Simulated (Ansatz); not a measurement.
Yb:

```
CELL_PARAMETERS angstrom
-2.15148 2.15148 2.15148
2.15148 -2.15148 2.15148
2.15148 2.15148 -2.15148
ATOMIC_POSITIONS crystal
Yb 0.00000 0.00000 0.00000
```

This isn't the form of Yb at room conditions, which is fcc.

Base run:

* Program: Ansatz 0.2.0
* Functional: PBEsol
* Potentials or basis: Ansatz PAW
* Cutoff: 420 eV (not typed: the program's choice for these potentials)
* k mesh: 7 × 7 × 7
* Occupations: fermi-dirac, width 0.05 eV
* Spin: collinear spin, ferromagnetic start
* Starting moments: [0.8] μB
* Fixed moment: 0.8 μB

Its results: pressure -2.8 GPa; site moments Yb +0.47 μB.

The run is repeated on the same cell with these changes: fixed moment from 0.8 μB to 2 μB; moments at the start from [0.8] to [2.0]. What comes out?

Pressure -3.3 GPa; site moments Yb +1.19 μB.

Caveats: the total moment is fixed, so each spin has its own Fermi level; the PAW data sets come from PBE, with cores solved anew for the run's functional, which leaves a small shift of forces and pressure; the thresholds are loose for stress.
